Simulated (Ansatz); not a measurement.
Input and command of a calculation in Ansatz (plane waves; scalar-relativistic PAW potentials unless the input names others):

```yaml
crystal:
  lattice:
    - [0.0, 2.7569655652, 2.7569655652]
    - [2.7569655652, 0.0, 2.7569655652]
    - [2.7569655652, 2.7569655652, 0.0]
  atoms:
    - { symbol: Ga, position: [0.0, 0.0, 0.0] }
    - { symbol: As, position: [0.25, 0.25, 0.25] }
basis:
  ecutwfc: 420
kpoints:
  mp_grid: { grid: [10, 10, 10] }
hamiltonian:
  xc: pbe
  hubbard: { sites: [{ species: Ga, l: p, u_eff: -5.0 }] }
scf:
  occupations: { method: gaussian, width: 0.01 }
  max_iter: 100
output:
  forces: true
  eigenvalues: true
  stress: true
```

```bash
ansatz run input.yaml --threads 1 --pin off --max-ram 2560MiB --backend cpu --events-out ev --progress --plain --runs-dir out
```

Abridged log:
```
Ga: projections on atomic orbitals take those of the free atom [Ar] 3d10 4s2 4p1, of charge +0.00 (hamiltonian.pseudopotentials.projection_atoms); the dataset's partial waves leave at most 1.1e-6 of an orbital's norm unspanned inside its sphere
As: projections on atomic orbitals take those of the free atom [Ar] 3d10 4s2 4p3, of charge +0.00 (hamiltonian.pseudopotentials.projection_atoms); the dataset's partial waves leave at most 1.7e-6 of an orbital's norm unspanned inside its sphere
Pseudopotentials: kind: paw
Pseudopotential: Ga, paw, valence charge 13, recommended cutoff 420 eV (normal)
Pseudopotential: As, paw, valence charge 15, recommended cutoff 420 eV (normal)
Functional definition: PBE
Crystal: 2 atoms, lattice volume = 41.911 Å³
Basis set: ecut = 420 eV, 869 PW (Γ), exchange–correlation on 54×54×54 points (8 copies of the dense FFT grid, shifted against one another)
Bands: 18, of which v1, the nominal top of the filled ones, is band 14 counted from 1 (13 counted from 0)
Symmetry: 24 space group operations
Space group: F-43m (ITA 216), of the structure as read, at distance tolerance 3.5e-5 Å
k-points: 47 of 1000 (time reversal used)
Initial density: superposition of atomic densities (chi_scale 0.1, normalization cell, long waves kept (reshape's long-wave potential 0.00 eV rms))
Initial wavefunctions: pseudopotential atomic-orbital guess
Functional: x = pbe(κ = 0.804, μ = 0.21951497), c = pbe(β = 0.06672455)
SCF iter   1: F=—  HF=-8643.734224 eV  |F-HF|=—  |Δ(HF+E_count)|=         —  Δρ=4.30e-2  dr2=6.11e-1  ethr=2.17e-3  ⟨swp⟩=1.0  Hψ=5228  notcnv=0
SCF iter   2: F=—  HF=-8643.152325 eV  |F-HF|=—  |Δ(HF+E_count)|=   5.82e-1  Δρ=1.94e-2  dr2=1.39e-1  ethr=2.17e-3  ⟨swp⟩=2.5  Hψ=1280  notcnv=0
SCF iter   3: F=—  HF=-8643.058342 eV  |F-HF|=—  |Δ(HF+E_count)|=   9.40e-2  Δρ=9.16e-3  dr2=2.03e-2  ethr=4.98e-4  ⟨swp⟩=2.6  Hψ=1666  notcnv=0
SCF iter   4: F=—  HF=-8643.039990 eV  |F-HF|=—  |Δ(HF+E_count)|=   1.84e-2  Δρ=1.58e-3  dr2=7.81e-4  ethr=7.25e-5  ⟨swp⟩=2.8  Hψ=1751  notcnv=0
SCF iter   5: F=—  HF=-8643.039489 eV  |F-HF|=—  |Δ(HF+E_count)|=   5.01e-4  Δρ=3.89e-4  dr2=4.02e-5  ethr=2.79e-6  ⟨swp⟩=2.0  Hψ=1459  notcnv=0
SCF iter   6: F=—  HF=-8643.039510 eV  |F-HF|=—  |Δ(HF+E_count)|=   2.04e-5  Δρ=1.66e-4  dr2=6.80e-6  ethr=1.44e-7  ⟨swp⟩=2.0  Hψ=1269  notcnv=0
SCF iter   7: F=-8643.039518 eV  HF=-8643.039518 eV  |F-HF|=4.62e-8  |Δ(HF+E_count)|=   8.36e-6  Δρ=1.18e-5  dr2=3.61e-8  ethr=3.57e-10  ⟨swp⟩=4.4  Hψ=4194  notcnv=0
SCF 1 converged in 7 iterations: F = -8643.039518 eV  dr2 = 3.61e-8
SCF converged after 7 iterations
Free energy (F): -8643.039518 eV
Harris-Foulkes:  -8643.039518 eV  (|F-HF|=4.62e-8)
Internal energy: -8643.039518 eV  (E = F + TS)
E sigma→0 (E₀):  -8643.039518 eV
Fermi energy:    9.533486 eV
--- Forces (eV/Å), atoms counted from 1 ---
  atom   1  Ga     0.00000000     0.00000000     0.00000000
  atom   2  As     0.00000000     0.00000000     0.00000000
--- Stress (GPa, compression-positive) ---
        8.101406       0.000000       0.000000
        0.000000       8.101406       0.000000
        0.000000       0.000000       8.101406
  P = ⅓ Tr σ = 8.1014 GPa (81.014 kbar)
Occupation matrices written to <dir>
```

Task: Find the fault.

Result: The fault is an enormous or negative U (hamiltonian.hubbard: not typed → {"sites": [{"species": "Ga", "l": "p", "u_eff": -5.0}]}, the first being the value of the sound run). Setting it back cures it. The run converged all the same, with an energy at zero smearing 1.7 eV/atom below the reference's (the Hamiltonian itself differs), pressure 8.10 GPa, largest force 0.000 eV/Å, gap on the mesh 1.04 eV, so convergence alone doesn't show that an input is right. A reference run on usual settings, whose relaxation ended at this geometry, converged, and the end of its own relaxation has pressure 10.02 GPa, largest force 0.000 eV/Å, gap on the mesh 1.09 eV (its cell was held, or driven to that pressure on purpose).

The run took 3 s on 1 thread of Intel(R) Xeon(R) 6975P-C (Granite Rapids) (shared host), peak memory 0.39 GiB.